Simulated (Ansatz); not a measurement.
# Ga2As3: competing structures

Computed with Ansatz, DFT PBE, scalar-relativistic, plane waves, PAW. Settings: cutoff 420 eV, Γ-centred meshes spaced at most about 0.3 Å⁻¹, and about 0.25 Å⁻¹ or finer for metals (2π included), Gaussian smearing. No spin polarisation.

Energies over the elements count from the elements' standard structures at the same level, with no fitted energy shifts.

These are static total energies at zero pressure. Only the structures computed here compete, so a lower one can exist. Weakly bound directions are ill-defined at this level, which has no dispersion term (P3m1, P-3m1), and this can change margins and order among such cells. Kohn–Sham gaps at this level usually fall short of measured ones. In R-3m, Pm-3m an odd number of electrons in the primitive cell allows no gap without spin; a larger cell or a magnetic state could open one. The reference form of As is held partly by dispersion forces, which this level lacks.

Invented guesses were relaxed alike, and ends that match in structure were merged. ΔE counts from the first row. Coordination counts As atoms around Ga (those within 1.25 times the shortest such distance or 1.15 times the sum of covalent radii, 1.27 where that leaves under three; a plus sign parts nearer from farther groups; the shortest distance is added where it exceeds 1.18 times the sum of covalent radii; a slash parts the counts of unlike sites). The ends were matched against large subsets of the Crystallography Open Database and the Materials Project, so a missing match doesn't prove that a structure is unreported.

```tsv
#	reached from	type and space group	atoms	Å³/atom	coordination	ΔE (meV/atom)	gap on mesh (eV)	in databases
1	a cell proposed by chemical analogy	P3m1 (No. 156)	10	23.4	Ga 4	0	0.20	no match
2	a cell proposed by chemical analogy	P-3m1 (No. 164)	10	24.1	Ga 4	119	0.00	no match
3	Sb2Te3 type (R-3m)	tetradymite, R-3m (No. 166)	5	20.8	Ga 3+3	199	0.00	no match
4	corundum type (R-3c)	corundum, R-3c (No. 167)	10	23.3	Ga 6	390	0.00	no match
5	random cell	Pm-3m (No. 221)	5	24.6	Ga 6/12 from 3.5 Å	861	0.00	no match
```

The lowest: Space group P3m1 (No. 156), trigonal, a = 4.031 Å, c = 16.613 Å. Ga on its first site has 4 As at 2.47–2.50 Å; Ga on its second site is surrounded by 4 As at 2.47–2.50 Å; Ga on its third site has 4 As at 2.50–2.51 Å; Ga on its fourth site is surrounded by 4 As at 2.47–2.50 Å; As on its first site has 4 Ga at 2.47–2.50 Å; 5 more sites not described. Its energy over the elements is −0.225 eV/atom. It lies below the elements, which doesn't yet make it stable against other compounds or structures. An observed structure of this formula, if there is one, may be missing.

```cif
data_structure
_symmetry_space_group_name_H-M 'P 1'
_symmetry_Int_Tables_number 1
_cell_length_a 4.0308
_cell_length_b 4.0308
_cell_length_c 16.6126
_cell_angle_alpha 90.000
_cell_angle_beta 90.000
_cell_angle_gamma 120.000
_cell_volume 233.75
loop_
_atom_site_label
_atom_site_type_symbol
_atom_site_fract_x
_atom_site_fract_y
_atom_site_fract_z
_atom_site_occupancy
Ga1 Ga 0.00000 0.00000 0.44780 1
Ga2 Ga 0.33333 0.66667 0.64829 1
Ga3 Ga 0.33333 0.66667 0.04688 1
Ga4 Ga 0.66667 0.33333 0.24711 1
As1 As 0.66667 0.33333 0.39764 1
As2 As 0.00000 0.00000 0.59840 1
As3 As 0.33333 0.66667 0.79904 1
As4 As 0.00000 0.00000 0.99019 1
As5 As 0.33333 0.66667 0.19709 1
As6 As 0.66667 0.33333 0.86856 1
```

The second: Space group P-3m1 (No. 164), trigonal, a = 4.087 Å, c = 16.683 Å. Ga on its first site is surrounded by 4 As at 2.49–2.57 Å; Ga on its second site is surrounded by 4 As at 2.50–2.55 Å; around As on its first site lie 4 Ga at 2.49–2.55 Å; As on its second site is surrounded by 3 As at 2.51 Å and 1 Ga at 2.57 Å; 1 more site not described. Counting As atoms around Ga, the first and the second both have Ga 4. The first and the second both hold As–As nets. Cells relaxed within their symmetry can be saddle points.

```cif
data_structure
_symmetry_space_group_name_H-M 'P-3m1'
_symmetry_Int_Tables_number 164
_cell_length_a 4.0867
_cell_length_b 4.0867
_cell_length_c 16.6829
_cell_angle_alpha 90.000
_cell_angle_beta 90.000
_cell_angle_gamma 120.000
_cell_volume 241.30
loop_
_atom_site_label
_atom_site_type_symbol
_atom_site_symmetry_multiplicity
_atom_site_Wyckoff_symbol
_atom_site_fract_x
_atom_site_fract_y
_atom_site_fract_z
_atom_site_occupancy
Ga1 Ga 2 d 0.66667 0.33333 0.82058 1
Ga2 Ga 2 c 0.00000 0.00000 0.62084 1
As1 As 2 c 0.00000 0.00000 0.77368 1
As2 As 2 d 0.66667 0.33333 0.97450 1
As3 As 2 d 0.66667 0.33333 0.42925 1
```

Some candidate types were left out of the draw beforehand, so a known form may be missing.
